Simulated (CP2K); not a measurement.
# HfO2 (P2_1/c) in CP2K: settings compared

One crystal, HfO2, is run at these levels: PBE, LDA, PBEsol, OLYP, revPBE; tasks: atomic charges.

Everything below comes from runs of CP2K 2026.2. Logs are shortened: lines on timing, memory, paths and dates and some standing lists are left out, and cuts for length are marked.

**Experimental background.**

“Temperature dependence of self-trapped exciton luminescence in nanostructured hafnia powder”, 2021, arxiv:2112.02602 quotes, for a bulk crystal of HfO2: band gap 5.54 eV (indirect).

The results are compared with them further down.

## Step 1: The structure

Symmetry: P2_1/c, No. 14, monoclinic system. Conventional cell: a = 5.118 Å, b = 5.186 Å, c = 5.284 Å, α = 90.00°, β = 99.35°, γ = 90.00°. Hf (site symmetry 1) is surrounded by 7 O at 2.03 to 2.25 Å. O (site symmetry 1) is surrounded by 3 Hf at 2.03 to 2.12 Å. O (site symmetry 1) has 4 Hf at 2.14 to 2.25 Å as nearest neighbours.

## Step 2: Atomic charges, PBE

File hfo2_charges.inp:

```
&GLOBAL
  PROJECT hfo2_charges
  RUN_TYPE ENERGY_FORCE
  PRINT_LEVEL LOW
&END GLOBAL
&FORCE_EVAL
  METHOD QS
  STRESS_TENSOR ANALYTICAL
  &DFT
    BASIS_SET_FILE_NAME BASIS_MOLOPT_UZH
    POTENTIAL_FILE_NAME POTENTIAL_UZH
    &MGRID
      CUTOFF 850
      REL_CUTOFF 60
      NGRIDS 4
    &END MGRID
    &QS
      METHOD GPW
      EPS_DEFAULT 1.0E-10
    &END QS
    &KPOINTS
      SCHEME MONKHORST-PACK 4 4 4
      GAMMA_CENTERED T
      SYMMETRY T
      SYMMETRY_BACKEND SPGLIB
    &END KPOINTS
    &SCF
      SCF_GUESS ATOMIC
      EPS_SCF 1.0E-6
      MAX_SCF 100
      ADDED_MOS 42
      CHOLESKY OFF
      EPS_EIGVAL 1.0E-7
      &DIAGONALIZATION ON
        ALGORITHM STANDARD
      &END DIAGONALIZATION
      &MIXING ON
        METHOD BROYDEN_MIXING
        ALPHA 0.4
        BETA 1.5
        NBUFFER 8
      &END MIXING
      &SMEAR ON
        METHOD FERMI_DIRAC
        ELECTRONIC_TEMPERATURE [K] 580.226
      &END SMEAR
    &END SCF
    &XC
      &XC_FUNCTIONAL
        &GGA_X_PBE
        &END GGA_X_PBE
        &GGA_C_PBE
        &END GGA_C_PBE
      &END XC_FUNCTIONAL
    &END XC
    &PRINT
      &KPOINTS ON
      &END KPOINTS
      &MULLIKEN ON
      &END MULLIKEN
      &MO ON
        ENERGIES T
        OCCUPATION_NUMBERS T
        &EACH
          QS_SCF 0
        &END EACH
        ADD_LAST NUMERIC
      &END MO
      &LOWDIN ON
      &END LOWDIN
      &HIRSHFELD ON
        SHAPE_FUNCTION DENSITY
      &END HIRSHFELD
      &VORONOI ON
        VORONOI_RADII UNITY
      &END VORONOI
      &E_DENSITY_CUBE ON
        STRIDE 2
      &END E_DENSITY_CUBE
      &V_HARTREE_CUBE ON
        STRIDE 2
      &END V_HARTREE_CUBE
      &ELF_CUBE ON
        STRIDE 2
      &END ELF_CUBE
    &END PRINT
  &END DFT
  &SUBSYS
    &CELL
      A 5.1180000000 0.0000000000 0.0000000000
      B 0.0000000000 5.1857000000 0.0000000000
      C -0.8586630598 0.0000000000 5.2138671406
      PERIODIC XYZ
    &END CELL
    &COORD
      SCALED
      Hf  0.2755000000 0.4603000000 0.7080000000
      Hf  0.7245000000 0.9603000000 0.7920000000
      Hf  0.7245000000 0.5397000000 0.2920000000
      Hf  0.2755000000 0.0397000000 0.2080000000
      O   0.0742000000 0.1684000000 0.8467000000
      O   0.9258000000 0.6684000000 0.6533000000
      O   0.9258000000 0.8316000000 0.1533000000
      O   0.0742000000 0.3316000000 0.3467000000
      O   0.4487000000 0.7419000000 0.9801000000
      O   0.5513000000 0.2419000000 0.5199000000
      O   0.5513000000 0.2581000000 0.0199000000
      O   0.4487000000 0.7581000000 0.4801000000
    &END COORD
    &KIND Hf
      BASIS_SET DZVP-MOLOPT-PBE-GTH-q12
      POTENTIAL GTH-PBE-q12
    &END KIND
    &KIND O
      BASIS_SET DZVP-MOLOPT-PBE-GTH-q6
      POTENTIAL GTH-PBE-q6
    &END KIND
    &PRINT
      &ATOMIC_COORDINATES ON
      &END ATOMIC_COORDINATES
      &CELL ON
      &END CELL
    &END PRINT
  &END SUBSYS
  &PRINT
    &FORCES ON
    &END FORCES
    &STRESS_TENSOR ON
    &END STRESS_TENSOR
  &END PRINT
&END FORCE_EVAL
```

Potentials or basis: POTENTIAL_UZH Hf GTH-PBE-q12, O GTH-PBE-q6; DZVP-MOLOPT-PBE-GTH basis.

Started as:

```bash
> OMP_NUM_THREADS=1 cp2k.psmp -i hfo2_charges.inp -o hfo2_charges.out
```

hfo2_charges.out:

```text

 CP2K| version string:                                       CP2K version 2026.2
 CP2K| Input file name                                          hfo2_charges.inp

 GLOBAL| Force Environment number                                              1
 GLOBAL| Basis set file name                                    BASIS_MOLOPT_UZH
 GLOBAL| Potential file name                                       POTENTIAL_UZH
 GLOBAL| MM Potential file name                                     MM_POTENTIAL
 GLOBAL| Coordinate file name                                      __STD_INPUT__
 GLOBAL| Method name                                                        CP2K
 GLOBAL| Project name                                               hfo2_charges
 GLOBAL| Run type                                                   ENERGY_FORCE
 GLOBAL| FFT library                                                       FFTW3
[... 8 lines left out ...]
 GLOBAL| CPU model name                                                  UNKNOWN

 CELL| Volume [angstrom^3]:                                           138.378185
 CELL| Vector a [angstrom]:       5.118     0.000     0.000   |a| =     5.118000
 CELL| Vector b [angstrom]:       0.000     5.186     0.000   |b| =     5.185700
 CELL| Vector c [angstrom]:      -0.859     0.000     5.214   |c| =     5.284100
 CELL| Angle (b,c), alpha [degree]:                                    90.000000
 CELL| Angle (a,c), beta  [degree]:                                    99.352000
 CELL| Angle (a,b), gamma [degree]:                                    90.000000
 CELL| Numerically orthorhombic:                                              NO
 CELL| Periodicity                                                           XYZ

 CELL_REF| Volume [angstrom^3]:                                       138.378185
 CELL_REF| Vector a [angstrom     5.118     0.000     0.000   |a| =     5.118000
 CELL_REF| Vector b [angstrom     0.000     5.186     0.000   |b| =     5.185700
 CELL_REF| Vector c [angstrom    -0.859     0.000     5.214   |c| =     5.284100
 CELL_REF| Angle (b,c), alpha [degree]:                                90.000000
 CELL_REF| Angle (a,c), beta  [degree]:                                99.352000
 CELL_REF| Angle (a,b), gamma [degree]:                                90.000000
 CELL_REF| Numerically orthorhombic:                                          NO
 CELL_REF| Periodicity                                                       XYZ
[... 10 lines left out ...]

  Total number of            - Atomic kinds:                                   2
                             - Atoms:                                         12
                             - Shell sets:                                    12
                             - Shells:                                        72
                             - Primitive Cartesian functions:                 60
                             - Cartesian basis functions:                    236
                             - Spherical basis functions:                    208

  Maximum angular momentum of- Orbital basis functions:                        3
                             - Local part of the GTH pseudopotential:          2
                             - Non-local part of the GTH pseudopotential:      4

 MODULE QUICKSTEP: ATOMIC COORDINATES IN ANGSTROM

   Atom Kind Element         X             Y             Z       Z(eff)     Mass
      1    1 Hf   72      0.802076      2.386978      3.691418  12.0000 178.4900
      2    1 Hf   72      3.027930      4.979828      4.129383  12.0000 178.4900
      3    1 Hf   72      3.457261      2.798722      1.522449  12.0000 178.4900
      4    1 Hf   72      1.231407      0.205872      1.084484  12.0000 178.4900
      5    2 O     8     -0.347274      0.873272      4.414581   6.0000  15.9994
      6    2 O     8      4.177280      3.466122      3.406219   6.0000  15.9994
      7    2 O     8      4.606611      4.312428      0.799286   6.0000  15.9994
      8    2 O     8      0.082057      1.719578      1.807648   6.0000  15.9994
      9    2 O     8      1.454871      3.847271      5.110111   6.0000  15.9994
     10    2 O     8      2.375134      1.254421      2.710690   6.0000  15.9994
     11    2 O     8      2.804466      1.338429      0.103756   6.0000  15.9994
     12    2 O     8      1.884202      3.931279      2.503178   6.0000  15.9994

 SCF PARAMETERS         Density guess:                                    ATOMIC
                        --------------------------------------------------------
                        max_scf:                                             100
                        max_scf_history:                                       0
                        max_diis:                                              4
[... 5 lines left out ...]
                        --------------------------------------------------------
[... 101 lines left out ...]
  Electronic entropic energy:                                  -0.00000000000026
  Fermi energy:                                                 0.38534971275964

  Total energy:                                              -326.44659137319405
  Total energy (extrapolated to T->0):                       -326.44659137319394

 MO| EIGENVALUES AND OCCUPATION NUMBERS FOR K POINT 1
 MO|
 MO|  Index      Eigenvalue [a.u.]        Eigenvalue [eV]             Occupation
 MO|      1              -1.919216             -52.224520               2.000000
 MO|      2              -1.919006             -52.218807               2.000000
 MO|      3              -1.918863             -52.214927               2.000000
 MO|      4              -1.918682             -52.210005               2.000000
 MO|      5              -0.809504             -22.027729               2.000000
 MO|      6              -0.808753             -22.007280               2.000000
[... 1343 lines left out ...]
 MO|     89               1.124633              30.602828               0.000000
 MO|     90               1.127792              30.688791               0.000000
 MO| Sum:                                                              96.000000
 MO| E(Fermi):            0.385350 a.u.         10.485899 eV
 MO| Band gap:            0.193167 a.u.          5.256354 eV

 [... the levels of further k-points ...]

 The electron density is written in Cube    file format to the file:

 hfo2_charges-ELECTRON_DENSITY-1_0.cube

 !-----------------------------------------------------------------------------!
                     Mulliken Population Analysis

 #  Atom  Element  Kind  Atomic population                           Net charge
       1     Hf       1         10.444473                              1.555527
       2     Hf       1         10.444473                              1.555527
       3     Hf       1         10.444473                              1.555527
       4     Hf       1         10.444473                              1.555527
       5     O        2          6.708693                             -0.708693
       6     O        2          6.708692                             -0.708692
       7     O        2          6.708693                             -0.708693
       8     O        2          6.708693                             -0.708693
       9     O        2          6.846834                             -0.846834
      10     O        2          6.846834                             -0.846834
      11     O        2          6.846834                             -0.846834
      12     O        2          6.846834                             -0.846834
 # Total charge                             96.000000                 -0.000000

 !-----------------------------------------------------------------------------!

 !-----------------------------------------------------------------------------!
                           Hirshfeld Charges

  #Atom  Element  Kind  Ref Charge     Population                    Net charge
      1       Hf     1      12.000         11.346                         0.654
      2       Hf     1      12.000         11.346                         0.654
      3       Hf     1      12.000         11.346                         0.654
      4       Hf     1      12.000         11.346                         0.654
      5       O      2       6.000          6.335                        -0.335
      6       O      2       6.000          6.335                        -0.335
      7       O      2       6.000          6.335                        -0.335
      8       O      2       6.000          6.335                        -0.335
      9       O      2       6.000          6.319                        -0.319
     10       O      2       6.000          6.319                        -0.319
     11       O      2       6.000          6.319                        -0.319
     12       O      2       6.000          6.319                        -0.319

  Total Charge                                                            0.001
 !-----------------------------------------------------------------------------!

 VORONOI| Collecting electron density from MPI ranks and sending to library...
 VORONOI| Voronoi integration finished.

 LOWDIN POPULATION ANALYSIS

 #  Atom  Element  Kind  Atomic population                           Net charge
       1     Hf       1         11.926732                              0.073268
       2     Hf       1         11.925825                              0.074175
       3     Hf       1         11.926732                              0.073268
       4     Hf       1         11.925825                              0.074175
       5     O        2          6.045530                             -0.045530
       6     O        2          6.044142                             -0.044142
       7     O        2          6.045530                             -0.045530
       8     O        2          6.044142                             -0.044142
       9     O        2          6.028019                             -0.028019
      10     O        2          6.029753                             -0.029753
      11     O        2          6.028019                             -0.028019
      12     O        2          6.029753                             -0.029753
 # Total charge                             96.000000                 -0.000000

               ----- ELF is computed on the real space grid -----

 ELF is written in Cube    file format to the file:

 hfo2_charges-ELF_S1-1_0.cube

 ENERGY| Total FORCE_EVAL ( QS ) energy [hartree]           -326.446594889274422

 FORCES| Atomic forces [hartree/bohr]
 FORCES|   Atom     x               y               z               |f|
 FORCES|      1 -9.20575820E-04 -9.42736479E-04  3.48504540E-05   1.31811474E-03
 FORCES|      2  9.20574326E-04 -9.42735513E-04 -3.48519636E-05   1.31811304E-03
 FORCES|      3  9.20576464E-04  9.42736693E-04 -3.48502779E-05   1.31811534E-03
 FORCES|      4 -9.20574971E-04  9.42735727E-04  3.48517866E-05   1.31811364E-03
 FORCES|      5 -6.84152374E-03 -3.23299152E-03 -1.72349875E-03   7.76074282E-03
 FORCES|      6  6.84152393E-03 -3.23299116E-03  1.72349943E-03   7.76074300E-03
 FORCES|      7  6.84152368E-03  3.23299124E-03  1.72349859E-03   7.76074262E-03
 FORCES|      8 -6.84152388E-03  3.23299088E-03 -1.72349927E-03   7.76074280E-03
 FORCES|      9 -1.49969050E-03  6.46332007E-04 -1.87248187E-03   2.48455328E-03
 FORCES|     10  1.49968973E-03  6.46331294E-04  1.87248180E-03   2.48455258E-03
 FORCES|     11  1.49969020E-03 -6.46331940E-04  1.87248187E-03   2.48455308E-03
 FORCES|     12 -1.49968943E-03 -6.46331228E-04 -1.87248180E-03   2.48455238E-03
 FORCES| Sum    -3.69138747E-13  3.87090360E-12 -8.60513050E-13
 FORCES| Total atomic force                                       3.98254200E-12

 STRESS| Analytical stress tensor [bar]
 STRESS|                        x                   y                   z
 STRESS|      x        2.14188367528E+03  -4.01968035949E-03   4.43610563976E+03
 STRESS|      y       -4.01968035949E-03  -6.59859152505E+03  -2.10544562449E-03
 STRESS|      z        4.43610563976E+03  -2.10544562449E-03   8.04106928890E+03
 STRESS| 1/3 Trace                                             1.19478714637E+03
 STRESS| Determinant                                           1.62061289438E+10

 STRESS| Eigenvectors and eigenvalues of the analytical stress tensor [bar]
 STRESS|                        1                   2                   3
 STRESS| Eigenvalues  -6.59859152505E+03  -2.35730194310E+02   1.04186831585E+04
 STRESS|      x           0.000000457217      0.881386605174      0.472395652202
 STRESS|      y           1.000000000000     -0.000000400494     -0.000000220634
 STRESS|      z           0.000000005272     -0.472395652202      0.881386605174
```

It took 2.5 min on 1 thread of Arm Neoverse V2, shared host; peak memory 1.1 GiB.

Results:

- Free energy: -8883.0636 eV
- Pressure: 0.1 GPa
- Largest force: 0.399 eV/Å
- Band gap on the k mesh: 4.13 eV, indirect (least direct gap 4.21 eV)
- Mulliken charges: Hf +1.56; O -0.71, -0.85 e
- Hirshfeld charges: Hf +0.65; O -0.34, -0.32 e
- Voronoi charges: Hf +2.79; O -1.38, -1.41 e

Forces on the atoms (eV/Å):
```
Hf  -0.047 -0.048  0.002
Hf   0.047 -0.048 -0.002
Hf   0.047  0.048 -0.002
Hf  -0.047  0.048  0.002
O   -0.352 -0.166 -0.089
O    0.352 -0.166  0.089
O    0.352  0.166  0.089
O   -0.352  0.166 -0.089
O   -0.077  0.033 -0.096
O    0.077  0.033  0.096
O    0.077 -0.033  0.096
O   -0.077 -0.033 -0.096
```

Stress tensor (GPa, compression positive):
```
 0.21  0.00  0.44
 0.00 -0.66  0.00
 0.44  0.00  0.80
```

Caveat: Mulliken charges move with the basis; spin-orbit coupling is left out, which moves the levels of the heavy elements; the basis of atomic orbitals isn't converged, which shifts pressures, moduli and gaps.

## Step 3: Atomic charges, LDA

Edit hfo2_charges.inp of step 2 so:

```diff
@@ -49,6 +49,6 @@
       &XC_FUNCTIONAL
-        &GGA_X_PBE
-        &END GGA_X_PBE
-        &GGA_C_PBE
-        &END GGA_C_PBE
+        &LDA_X
+        &END LDA_X
+        &LDA_C_PW
+        &END LDA_C_PW
       &END XC_FUNCTIONAL
```

Potentials or basis: POTENTIAL_UZH Hf GTH-PBE-q12, O GTH-PBE-q6; DZVP-MOLOPT-PBE-GTH basis.

Started as:

```bash
> OMP_NUM_THREADS=1 cp2k.psmp -i hfo2_charges.inp -o hfo2_charges.out
```

Run time: 2.4 min. Hardware: 1 thread of Arm Neoverse V2, shared host; peak memory 1.1 GiB.

Results (log left out):

```
Free energy            : -8859.8343 eV
Pressure               : -9.2 GPa
Largest force          : 0.390 eV/Å
Band gap on the k mesh : 3.96 eV, indirect (least direct gap 4.05 eV)
Mulliken charges       : Hf +1.35; O -0.61, -0.74 e
Hirshfeld charges      : Hf +0.60; O -0.31, -0.29 e
Voronoi charges        : Hf +2.77; O -1.37, -1.40, -1.39 e
```

Forces on the atoms (eV/Å):
```
Hf  -0.004 -0.097 -0.045
Hf   0.004 -0.097  0.045
Hf   0.004  0.097  0.045
Hf  -0.004  0.097 -0.045
O   -0.345 -0.181 -0.015
O    0.345 -0.181  0.015
O    0.345  0.181  0.015
O   -0.345  0.181 -0.015
O    0.006  0.048 -0.081
O   -0.006  0.048  0.081
O   -0.006 -0.048  0.081
O    0.006 -0.048 -0.081
```

Stress tensor (GPa, compression positive):
```
-9.10  0.00 -0.11
 0.00 -9.98  0.00
-0.11  0.00 -8.62
```

Levels at points of the mesh, in eV from the valence-band top:
```
           k point  band 44  band 45  band 46  band 47  band 48  band 49  band 50  band 51  band 52  band 53
(0.00, 0.00, 0.00)    -1.03    -0.63    -0.62    -0.24     0.00     4.40     4.98     5.19     5.40     5.60
(0.00, 0.00, 0.50)    -1.08    -0.89    -0.89    -0.54    -0.54     4.67     4.67     5.12     5.12     6.09
(0.00, 0.50, 0.00)    -1.14    -0.85    -0.85    -0.48    -0.48     4.96     4.96     5.49     5.49     5.85
(0.00, 0.50, 0.50)    -1.05    -0.95    -0.95    -0.70    -0.70     4.86     4.86     5.02     5.02     5.84
(0.50, 0.00, 0.00)    -0.94    -0.77    -0.63    -0.54    -0.09     3.96     5.04     5.12     5.19     5.75
(0.50, 0.00, 0.50)    -1.38    -1.06    -1.06    -0.53    -0.53     4.29     4.29     5.45     5.45     5.65
(0.50, 0.50, 0.00)    -1.47    -0.98    -0.98    -0.63    -0.63     4.71     4.71     5.16     5.16     5.97
(0.50, 0.50, 0.50)    -1.27    -1.12    -1.12    -0.82    -0.82     4.45     4.45     5.18     5.18     5.58
```

Caveat: Mulliken charges move with the basis; the potentials were made for another functional, which shifts forces and pressure; spin-orbit coupling is left out, which moves the levels of the heavy elements; the basis of atomic orbitals isn't converged, which shifts pressures, moduli and gaps.

[end of part 1 of 2]
